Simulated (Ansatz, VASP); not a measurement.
# Two plane-wave programs on AlP

```
Al P
1.0
     0.00000    2.72550    2.72550
     2.72550    0.00000    2.72550
     2.72550    2.72550    0.00000
Al P
1 1
Direct
  0.00000 0.00000 0.00000
  0.25000 0.25000 0.25000
```

Alike in both runs: task single point; functional PBEsol; k mesh 6 × 6 × 6; occupations gaussian, width 0.1 eV; no spin polarisation.

```csv
,VASP,Ansatz
version,VASP 6.6.1,Ansatz 0.2.0
potentials or method,"VASP PAW PBE potentials, release 64 (Al, P)","scalar-relativistic, plane waves, PAW"
plane-wave cutoff (eV),520,420
valence electrons in the cell,8,8
```

VASP gave:

```
gap on the k mesh at the Fermi level (eV) : 1.42
least direct gap on the mesh (eV)         : 3.24
pressure (GPa)                            : 1.0
```

Q: Which values does Ansatz return?

A: gap on the k mesh at the Fermi level (eV): 1.43; least direct gap on the mesh (eV): 3.24; pressure (GPa): 1.0.

The functional is the same, so the differences come from potentials, cutoffs and numerics.

Caveats: the PAW data sets were made with another functional, which shifts forces and pressure a little (VASP). As with any semilocal functional, this PBEsol gap is likely too small. A k mesh can miss the band edges.
